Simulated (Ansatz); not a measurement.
System: I (fcc type), 1 atom in the cell.

Level of theory: Ansatz 0.2.0 development build, PBE with spin–orbit coupling, plane waves, norm-conserving pseudopotentials.

Cutoff 952 eV; k-mesh 4×4×4 Γ-centred; Fermi–Dirac smearing of 0.15 eV.

```yaml
crystal:
  lattice:
    - [0.00000, 2.59620, 2.59620]
    - [2.59620, 0.00000, 2.59620]
    - [2.59620, 2.59620, 0.00000]
  atoms:
    - { symbol: I, position: [0.00000, 0.00000, 0.00000] }
```
Lattice in Å, positions in fractions of it.

Task: Is the cell under compression or tension, and by how much?

Result: The pressure is 0.88 GPa, so at these settings the cell is compressed and would expand.

The stress includes the program's correction for the finite plane-wave basis.

The k-mesh is coarse, so these values belong to this mesh and can lie far from the converged ones. This cubic structure is a model: it isn't the usual form of the substance at ambient conditions, and such phases are metastable or hypothetical.
